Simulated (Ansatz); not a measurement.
Wanted: the native input for an Ansatz 0.2.0 run.

| Property | Result |
| --- | --- |
| Task | band structure |
| Functional | LDA |
| Potentials or basis | Ansatz PAW |
| Cutoff | 420 eV (not typed: the program's choice for these potentials) |
| k mesh | 8 × 8 × 8 |
| Occupations | fermi-dirac, width 0.05 eV |
| Spin | no spin polarisation |
| Path | [["G", "X", "M", "G", "Z", "P", "N", "Z1", "M"], ["X", "P"]] |
| Points for each segment of the path | 14 |

The system is Si.

```
Si
1.0
    -3.32544    3.32544    1.92239
     3.32544   -3.32544    1.92239
     3.32544    3.32544   -1.92239
Si
4
Direct
  0.82120 0.17880 0.00000
  0.17880 0.82120 0.00000
  0.82120 0.82120 0.64240
  0.17880 0.17880 0.35760
```

This isn't the form of Si at room conditions, which is diamond.

The input as run:

input.yaml

```yaml
crystal:
  lattice:
    - [-3.32544429, 3.32544429, 1.92238566]
    - [3.32544429, -3.32544429, 1.92238566]
    - [3.32544429, 3.32544429, -1.92238566]
  atoms:
    - { symbol: Si, position: [0.82119894, 0.17880106, 0.0] }
    - { symbol: Si, position: [0.17880106, 0.82119894, 0.0] }
    - { symbol: Si, position: [0.82119894, 0.82119894, 0.64239788] }
    - { symbol: Si, position: [0.17880106, 0.17880106, 0.35760212] }
hamiltonian:
  xc: lda
  pseudopotentials: { kind: paw }
kpoints:
  mp_grid: { grid: [8, 8, 8] }
  band_path:
    path:
      - [[0.0, 0.0, 0.0], [0.0, 0.0, 0.5], [-0.5, 0.5, 0.5], [0.0, 0.0, 0.0], [0.3335452363, 0.3335452363, -0.3335452363], [0.25, 0.25, 0.25], [0.0, 0.5, 0.0], [-0.3335452363, 0.6664547637, 0.3335452363], [-0.5, 0.5, 0.5]]
      - [[0.0, 0.0, 0.5], [0.25, 0.25, 0.25]]
    npoints: 14
scf:
  occupations: { method: fermi_dirac, width: 0.05 }
  n_extra_bands: 10
output:
  forces: true
  stress: true
  eigenvalues: true
  fatbands: true
```

Potentials or basis: Ansatz PAW.

The run is started by

```bash
$ ansatz run input.yaml --threads 2 --pin off --max-ram 5632MiB --backend cpu --events-out ev --progress --plain --runs-dir out
```

It gave:

* Pressure: -1.8 GPa
* Largest force: 0.024 eV/Å
* Band gap on the k mesh: 0.15 eV, indirect (least direct gap 0.29 eV)
* Band gap along the path: 0.15 eV, indirect (least direct gap 0.29 eV)

Caveat: the PAW data sets come from PBE, with cores solved anew for the run's functional, which leaves a small shift of forces and pressure.

Wall time 10 s on 2 threads of Arm Neoverse N1, on a shared host, peak memory 0.35 GiB.
